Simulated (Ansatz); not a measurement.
# La (Im-3m) in Ansatz: further runs, part 3 of 3

Ansatz 0.2.0.

**4. Single point, r2SCAN50, 36.02 Å³/atom (volume scaled by 0.94)**

Contents of input.yaml:

```yaml
crystal:
  lattice:
    - [-2.0804754144, 2.0804754144, 2.0804754144]
    - [2.0804754144, -2.0804754144, 2.0804754144]
    - [2.0804754144, 2.0804754144, -2.0804754144]
  atoms:
    - { symbol: La, position: [0.0, 0.0, 0.0] }
hamiltonian:
  xc: r2scan50
  pseudopotentials: { kind: paw, accuracy: stringent }
kpoints:
  mp_grid: { grid: [6, 6, 6] }
scf:
  occupations: { method: gaussian, width: 0.025 }
output:
  forces: true
  stress: true
  eigenvalues: true
```

Potentials or basis: SSSP precision PAW.

Command:

```console
ansatz run input.yaml --threads 1 --pin off --max-ram 2560MiB --backend cpu --events-out ev --progress --plain --runs-dir out
```

Log:

```text
Warning: the checks of this La dataset prove no rule for summing its radial tables, as where they were carried onto another mesh than they were made on, and Gregory's rule is taken, under which a leading mesh point left out moves its sums only by what lay on the interval it spanned. That does not make them correct, and they differ from Quantum ESPRESSO's on this file; a re-export a fraction of a mesh step off can move them. hamiltonian.pseudopotentials.radial_quadrature: simpson_from_first_knot sums it by `pw.x`'s rule; on a PAW file no value gives `pw.x`'s numbers. What more to know: hamiltonian.pseudopotentials.radial_quadrature, in the input reference
Warning: The stringent table, which hamiltonian.pseudopotentials names, holds the potential of the library's standard table for La (one content_sha256, or a second file that the publisher made of the same generator input, which states another). The run takes no other species from the library, so that hamiltonian.pseudopotentials.accuracy: standard would change no potential of it. The deck needs no change, but a comparison with a run at hamiltonian.pseudopotentials.accuracy: standard does not test the potential of La. With hamiltonian.pseudopotentials.accuracy and source left out a run reads another potential of La, from this project's own files. To test it, run on another potential, such as that of hamiltonian.pseudopotentials: {kind: paw}
Warning: output.stress: scf.convergence.dr2_threshold = 1e-7 eV (the SCF's general default) is looser than the 1e-10 eV advised for a printed stress (1e-10 eV for each atom of the cell: 1). What an SCF threshold leaves in a stress goes as its square root, and in the free energy as the threshold itself, and one threshold admits the most on a small cell: of the crystals measured, under no hybrid functional and no lock of the moments, on runs that ended without the residual-converged pass, on stresses that held no estimate of that error, the worst erred by over 100 MPa in a component at 1e-7 eV an atom and by under 5 at 1e-10. Set scf.convergence.dr2_threshold to 1e-10 eV or tighter. The threshold is an SCF's pass mark: one that does not reach it within its budget of iterations ends unconverged, or closes short of it on a stop that the run arms, and scf.convergence.dr2_threshold's page says what that costs each kind of run
Warning: output.stress: scf.exx.energy_threshold = 1e-6 eV is looser than the 1e-8 eV advised for a stress under a hybrid functional (1e-8 eV for each atom of the cell: 1). Every SCF of the exchange loop can meet its threshold on dr2 while the loop round them stops early: no threshold on dr2 bounds what that leaves in the stress. Set scf.exx.energy_threshold to 1e-8 eV or tighter. The threshold is the loop's pass mark: a loop that does not reach it within its budget of cycles ends unconverged, and scf.exx.energy_threshold's page has the law
Warning: RAYON_NUM_THREADS=1 ignored (pool sized by the plan → 1); use --threads N
Engine: ansatz 0.2.0, x86_64-unknown-linux-gnu
Pseudopotentials: kind: paw
Pseudopotential: La, paw, valence charge 11, recommended cutoff 544.227725 eV (normal), La.paw.azcp
Functional definition: r2SCAN50
  parameter a = 0.5
  parameter k0 = 0.174
[... 115 lines left out ...]
  E_smearing   = -0.002115  (= −TS)
  E_closure    = 0.000000  (closes the sum)
  Σ components = -6248.604031   (vs F -6248.604031, Δ=9.09e-13)
--- Forces (eV/Å), atoms counted from 1 ---
  atom   1  La    -0.00000000     0.00000000     0.00000000
  max |Σ_I F_I| component: 7.07e-31 eV/Å
--- Stress (GPa, compression-positive) ---
        3.211104       0.000000       0.000000
       -0.000000       3.211104      -0.000000
       -0.000000       0.000000       3.211104
  P = ⅓ Tr σ = 3.2111 GPa (32.111 kbar)
--- Band table (eV; the first three rows and the last of 16) ---
  k-point 0: bands = ["-27.8249", "-8.1079", "-8.1079", "-8.1079", "6.3222", "14.9386", "14.9386", "14.9386", "17.4573", "17.4573"]
  k-point 1: bands = ["-27.7506", "-8.6468", "-8.2481", "-8.1158", "7.4500", "14.1007", "14.1511", "15.8152", "16.5793", "16.8424"]
  k-point 2: bands = ["-27.5974", "-9.5828", "-8.5208", "-8.1396", "8.7197", "12.7188", "13.9275", "16.9064", "17.3865", "17.8562"]
  k-point 15: bands = ["-27.3196", "-9.3182", "-9.3182", "-9.3182", "8.0721", "8.0721", "18.2454", "18.2454", "18.2454", "18.5627"]
```

Wall time 27 s (1 thread of AMD EPYC 9B45 (Zen 5), shared host); peak memory 1.4 GiB.

Results:

```
Free energy            : -6248.6040 eV
Pressure               : 3.2 GPa
Band gap on the k mesh : none (metal or under the smearing width)
```

Caveat: the magnetic or orbital state may not be the lowest; the thresholds are loose for stress.

**5. Single point, r2SCAN50, 36.79 Å³/atom (volume scaled by 0.96)**

Contents of input.yaml:

```yaml
crystal:
  lattice:
    - [-2.0951271325, 2.0951271325, 2.0951271325]
    - [2.0951271325, -2.0951271325, 2.0951271325]
    - [2.0951271325, 2.0951271325, -2.0951271325]
  atoms:
    - { symbol: La, position: [0.0, 0.0, 0.0] }
hamiltonian:
  xc: r2scan50
  pseudopotentials: { kind: paw, accuracy: stringent }
kpoints:
  mp_grid: { grid: [6, 6, 6] }
scf:
  occupations: { method: gaussian, width: 0.025 }
output:
  forces: true
  stress: true
  eigenvalues: true
  write_density: true
  write_potential: true
  elf: true
  volumetric_format: npy
```

Command:

```console
ansatz run input.yaml --threads 1 --pin off --max-ram 2560MiB --backend cpu --events-out ev --progress --plain --runs-dir out
```

Wall time 27 s (1 thread of AMD EPYC 9B45 (Zen 5), shared host); peak memory 1.5 GiB.

It converged, with:

| Property | Result |
| --- | --- |
| Free energy | -6248.6504 eV |
| Pressure | 3.9 GPa |
| Band gap on the k mesh | none (metal or under the smearing width) |

Caveat: the magnetic or orbital state may not be the lowest; the thresholds are loose for stress.

**6. Single point, r2SCAN50, 37.55 Å³/atom (volume scaled by 0.98)**

Contents of input.yaml:

```yaml
crystal:
  lattice:
    - [-2.1095767417, 2.1095767417, 2.1095767417]
    - [2.1095767417, -2.1095767417, 2.1095767417]
    - [2.1095767417, 2.1095767417, -2.1095767417]
  atoms:
    - { symbol: La, position: [0.0, 0.0, 0.0] }
hamiltonian:
  xc: r2scan50
  pseudopotentials: { kind: paw, accuracy: stringent }
kpoints:
  mp_grid: { grid: [6, 6, 6] }
scf:
  occupations: { method: gaussian, width: 0.025 }
output:
  forces: true
  stress: true
  eigenvalues: true
```

Potentials or basis: SSSP precision PAW.

Command:

```console
ansatz run input.yaml --threads 1 --pin off --max-ram 2560MiB --backend cpu --events-out ev --progress --plain --runs-dir out
```

It took 29 s on 1 thread of AMD EPYC 9B45 (Zen 5), shared host; peak memory 1.5 GiB.

The run converged. Its results:

| Property | Result |
| --- | --- |
| Free energy | -6248.7293 eV |
| Pressure | 3.2 GPa |
| Band gap on the k mesh | none (metal or under the smearing width) |

Caveat: the magnetic or orbital state may not be the lowest; the thresholds are loose for stress.

**7. Single point, r2SCAN50, 38.32 Å³/atom**

input.yaml: that of step 6 with these lines changed.

```diff
@@ -2,5 +2,5 @@
   lattice:
-    - [-2.1095767417, 2.1095767417, 2.1095767417]
-    - [2.1095767417, -2.1095767417, 2.1095767417]
-    - [2.1095767417, 2.1095767417, -2.1095767417]
+    - [-2.123831071, 2.123831071, 2.123831071]
+    - [2.123831071, -2.123831071, 2.123831071]
+    - [2.123831071, 2.123831071, -2.123831071]
   atoms:
```

Command:

```console
ansatz run input.yaml --threads 1 --pin off --max-ram 2560MiB --backend cpu --events-out ev --progress --plain --runs-dir out
```

It took 31 s on 1 thread of AMD EPYC 9B45 (Zen 5), shared host; peak memory 1.5 GiB.

Results (log left out):

```
Free energy            : -6248.7426 eV
Pressure               : 2.4 GPa
Band gap on the k mesh : none (metal or under the smearing width)
```

Caveat: the magnetic or orbital state may not be the lowest; the thresholds are loose for stress.

**8. Single point, r2SCAN50, 39.09 Å³/atom (volume scaled by 1.02)**

Contents of input.yaml:

```yaml
crystal:
  lattice:
    - [-2.1378965873, 2.1378965873, 2.1378965873]
    - [2.1378965873, -2.1378965873, 2.1378965873]
    - [2.1378965873, 2.1378965873, -2.1378965873]
  atoms:
    - { symbol: La, position: [0.0, 0.0, 0.0] }
hamiltonian:
  xc: r2scan50
  pseudopotentials: { kind: paw, accuracy: stringent }
kpoints:
  mp_grid: { grid: [6, 6, 6] }
scf:
  occupations: { method: gaussian, width: 0.025 }
output:
  forces: true
  stress: true
  eigenvalues: true
  write_density: true
  write_potential: true
  elf: true
  volumetric_format: npy
```

Command:

```console
ansatz run input.yaml --threads 1 --pin off --max-ram 2560MiB --backend cpu --events-out ev --progress --plain --runs-dir out
```

Run time: 30 s. Hardware: 1 thread of AMD EPYC 9B45 (Zen 5), shared host; peak memory 1.5 GiB.

It converged, with:

| Item | Value |
| --- | --- |
| Free energy | -6248.7520 eV |
| Pressure | 1.6 GPa |
| Band gap on the k mesh | none (metal or under the smearing width) |

Caveat: the magnetic or orbital state may not be the lowest; the thresholds are loose for stress.

**9. Single point, r2SCAN50, 39.85 Å³/atom (volume scaled by 1.04)**

Contents of input.yaml:

```yaml
crystal:
  lattice:
    - [-2.1517794217, 2.1517794217, 2.1517794217]
    - [2.1517794217, -2.1517794217, 2.1517794217]
    - [2.1517794217, 2.1517794217, -2.1517794217]
  atoms:
    - { symbol: La, position: [0.0, 0.0, 0.0] }
hamiltonian:
  xc: r2scan50
  pseudopotentials: { kind: paw, accuracy: stringent }
kpoints:
  mp_grid: { grid: [6, 6, 6] }
scf:
  occupations: { method: gaussian, width: 0.025 }
output:
  forces: true
  stress: true
  eigenvalues: true
```

Potentials or basis: SSSP precision PAW.

Command:

```console
ansatz run input.yaml --threads 1 --pin off --max-ram 2560MiB --backend cpu --events-out ev --progress --plain --runs-dir out
```

Wall time 40 s (1 thread of AMD EPYC 9B45 (Zen 5), shared host); peak memory 1.6 GiB.

The run converged. Its results:

| Quantity | Value |
| --- | --- |
| Free energy | -6248.8062 eV |
| Pressure | 1.8 GPa |
| Band gap on the k mesh | none (metal or under the smearing width) |

Caveat: the magnetic or orbital state may not be the lowest; the thresholds are loose for stress.

**10. Single point, r2SCAN50, 40.62 Å³/atom (volume scaled by 1.06)**

input.yaml: that of step 9 with these lines changed.

```diff
@@ -2,5 +2,5 @@
   lattice:
-    - [-2.1517794217, 2.1517794217, 2.1517794217]
-    - [2.1517794217, -2.1517794217, 2.1517794217]
-    - [2.1517794217, 2.1517794217, -2.1517794217]
+    - [-2.1654853927, 2.1654853927, 2.1654853927]
+    - [2.1654853927, -2.1654853927, 2.1654853927]
+    - [2.1654853927, 2.1654853927, -2.1654853927]
   atoms:
```

Command:

```console
ansatz run input.yaml --threads 1 --pin off --max-ram 2560MiB --backend cpu --events-out ev --progress --plain --runs-dir out
```

Run time: 39 s. Hardware: 1 thread of AMD EPYC 9B45 (Zen 5), shared host; peak memory 1.6 GiB.

It converged, with:

```
Free energy            : -6248.8129 eV
Pressure               : 1.0 GPa
Band gap on the k mesh : none (metal or under the smearing width)
```

Caveat: the magnetic or orbital state may not be the lowest; the thresholds are loose for stress.

**11. Equation of state, r2SCAN50**

No new run: the results of the series are fitted here.

Results:

| Item | Value |
| --- | --- |
| Equilibrium volume | outside the volumes run |

Energy against volume, from the lowest point:
| volume (Å³/atom) | energy (meV/atom) |
| --- | --- |
| 36.020 | 208.84 |
| 36.787 | 162.51 |
| 37.553 | 83.56 |
| 38.320 | 70.24 |
| 39.086 | 60.92 |
| 39.852 | 6.66 |
| 40.619 | 0.00 |

Caveat: the magnetic or orbital state may not be the lowest; the PAW data sets were made with another functional, which shifts forces and pressure a little. The run has no spin-orbit coupling, so splittings on La are missing.

**12. The runs side by side**

```tsv
task	level	potentials or basis	cutoff (eV)	smearing	gap on the mesh (eV)	pressure (GPa)
electric field gradients	HSE03	Ansatz PAW	420	methfessel-paxton 0.025 eV	none	1.2
density of states	wPBEh	SSSP precision PAW	544	fermi-dirac 0.05 eV	none	1.7
equation of state	r2SCAN50	SSSP precision PAW	544	gaussian 0.025 eV	-	-
```

Alike in all rows: no spin polarisation; cell as given; k mesh 6 × 6 × 6.

Caveats: the magnetic or orbital state may not be the lowest; the thresholds are loose for stress (some runs); the PAW data sets come from PBE, with cores solved anew for the run's functional, which leaves a small shift of forces and pressure (some runs); the PAW data sets were made with another functional, which shifts forces and pressure a little (some runs).

Absolute energies hang on the potentials; compare differences alone.
